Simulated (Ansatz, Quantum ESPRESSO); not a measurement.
## The electronic dielectric constant of AlN, sorted by core time

The structure is hexagonal, space group P6_3mc (No. 186). The conventional cell has a = 3.113 Å, b = 3.113 Å, c = 4.981 Å, α = 90.00°, β = 90.00°, γ = 120.00°. Al (site symmetry 3m) is surrounded by 4 N at 1.89 Å. Around N (site symmetry 3m) lie 4 Al at 1.89 Å.

| rung | level | program and potentials | cutoff (eV) | k mesh | task | core time | chip | electronic dielectric constant | notes |
| --- | --- | --- | --- | --- | --- | --- | --- | --- | --- |
| LDA | LDA | Ansatz, Ansatz PAW | 420 | 8 × 8 × 5 | phonons | 43 s | Arm Neoverse V2 | 4.51 | potentials made for PBE, which Ansatz adapts in part |
| LDA | LDA | Ansatz, Ansatz PAW | 420 | 7 × 7 × 5 | phonons | 84 s | Intel Xeon Skylake/Cascade Lake | 4.51 | potentials made for PBE, which Ansatz adapts in part |
| GGA | PBE | Ansatz, Ansatz PAW | 420 | 7 × 7 × 5 | phonons | 90 s | Intel Xeon Skylake/Cascade Lake | 4.51 | - |
| GGA | PBE | Ansatz, Ansatz PAW | 420 | 10 × 10 × 6 | Born charges and dielectric tensor | 2.3 min | Intel Xeon Skylake/Cascade Lake | 4.51 | - |
| LDA | LDA | Ansatz, Ansatz PAW | 420 | 10 × 10 × 6 | Born charges and dielectric tensor | 2.4 min | Intel Xeon Skylake/Cascade Lake | 4.51 | potentials made for PBE, which Ansatz adapts in part |
| LDA | LDA | Quantum ESPRESSO, PseudoDojo 0.4.1 SR LDA standard | 1143 | 6 × 6 × 4, shifted | phonons | 4.6 min | Arm Neoverse V2 | 4.45 | cell relaxed first (10.15 Å³/atom) |
| GGA + dispersion | PBE+D2 | Quantum ESPRESSO, PseudoDojo 0.4.1 SR PBE standard | 1143 | 6 × 6 × 4, shifted | phonons | 4.6 min | Arm Neoverse V2 | 4.52 | cell relaxed first (10.51 Å³/atom) |
| GGA | AM05 | Quantum ESPRESSO, PseudoDojo 0.4.1 SR PBE standard | 1143 | 6 × 6 × 4, shifted | phonons | 6 min | Arm Neoverse V1 | 4.60 | potentials made for PBE; cell relaxed first (10.50 Å³/atom) |
| GGA | BLYP | Quantum ESPRESSO, PseudoDojo 0.4.1 SR PBE standard | 1143 | 6 × 6 × 4, shifted | phonons | 6.2 min | Arm Neoverse V1 | 4.37 | potentials made for PBE; cell relaxed first (10.90 Å³/atom) |
| GGA | PBE | Quantum ESPRESSO, SSSP 1.3 efficiency PBE | 816 | 6 × 6 × 4, shifted | phonons | 8.8 min | Arm Neoverse V1 | 4.58 | cell relaxed first (10.65 Å³/atom) |
| non-local van der Waals functional | vdW-DF-cx | Quantum ESPRESSO, PseudoDojo 0.4.1 SR PBE standard | 1143 | 6 × 6 × 4, shifted | phonons | 10 min | Arm Neoverse V2 | 4.54 | potentials made for PBE; cell relaxed first (10.55 Å³/atom) |
| non-local van der Waals functional | rev-vdW-DF2 | Quantum ESPRESSO, PseudoDojo 0.4.1 SR PBE standard | 1143 | 6 × 6 × 4, shifted | phonons | 11 min | Intel Xeon Platinum 8375C Ice Lake | 4.51 | potentials made for PBE; cell relaxed first (10.61 Å³/atom) |

Times are single runs on shared hosts and different chips, so they are rough; meshes, cutoffs and the tasks' sizes weigh on the time. All rows: no spin polarisation. The cell comes from a database and isn't always the measured one. Meshes differ between rows, which moves values too. All levels ran on this one cell, unrelaxed unless noted. Meshes are those of the run's cell of 4 atoms unless a note names another. Ansatz refines the mesh for the field response beyond the one shown. Runs on faulty files, with rough fits or with known faults for this quantity aren't shown. No row holds spin-orbit coupling.

By rung: LDA 4.51; LDA in relaxed cells 4.45; GGA 4.51; GGA + dispersion in relaxed cells 4.52; GGA in relaxed cells 4.37 to 4.60; non-local van der Waals functional in relaxed cells 4.51 to 4.54.
